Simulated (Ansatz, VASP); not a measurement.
**Be: VASP beside Ansatz**

The input POSCAR:

```
Be
1.0
   -1.2833623756      1.2833623756      1.2833623756
    1.2833623756     -1.2833623756      1.2833623756
    1.2833623756      1.2833623756     -1.2833623756
Be
1
Direct
    0.0000000000      0.0000000000      0.0000000000
```

File INCAR.step1:

```
SYSTEM = Be
PREC = Accurate
ENCUT = 520
ISMEAR = -1
SIGMA = 0.1
LREAL = .False.
LASPH = .True.
NELM = 100
NBANDS = 7
GGA = PE
ALGO = Normal
EDIFF = 1E-4
LWAVE = .True.
LCHARG = .False.
```

File INCAR.step2:

```
SYSTEM = Be
PREC = Accurate
ENCUT = 520
EDIFF = 1E-6
ISMEAR = -1
SIGMA = 0.1
LREAL = .False.
LASPH = .True.
NELM = 100
ALGO = Normal
ISIF = 2
LWAVE = .False.
LCHARG = .False.
METAGGA = R2SCAN
LMIXTAU = .True.
NBANDS = 7
ISTART = 1
```

File KPOINTS:

```
Automatic mesh
0
Gamma
  20 20 20
  0 0 0
```

Input for Ansatz:

```yaml
crystal:
  lattice:
    - [-1.2833623756, 1.2833623756, 1.2833623756]
    - [1.2833623756, -1.2833623756, 1.2833623756]
    - [1.2833623756, 1.2833623756, -1.2833623756]
  atoms:
    - { symbol: Be, position: [0.0, 0.0, 0.0] }
hamiltonian:
  xc: r2scan
  pseudopotentials:
    kind: paw
    azcp:
      Be: "pseudopotentials/Be.paw.azcp"
basis:
  ecutwfc: 500
  fft_grid_basis: typed
kpoints:
  mp_grid: { grid: [20, 20, 20], shift: [0, 0, 0] }
magnetization:
  spin_polarized: false
scf:
  occupations: { method: fermi_dirac, width: 0.1 }
  lower_state_search: "off"
output:
  stress: true
```

Alike in both runs: task single point; functional r2SCAN; k mesh 20 × 20 × 20; occupations fermi-dirac, width 0.1 eV; no spin polarisation.

```csv
,VASP,Ansatz
version,VASP 6.6.1,Ansatz 0.2.0
potentials or method,"VASP PAW PBE potentials, release 64 (Be)","plane waves (500 eV) with PAW, scalar-relativistic"
plane-wave cutoff (eV),520,500
valence electrons in the cell,2,2
```

|  | VASP | Ansatz | Ansatz less VASP |
| --- | --- | --- | --- |
| pressure (GPa) | -8.4 | -8.4 | -0.09 |

Caveats: the PAW data sets were made with another functional, which shifts forces and pressure a little (VASP).
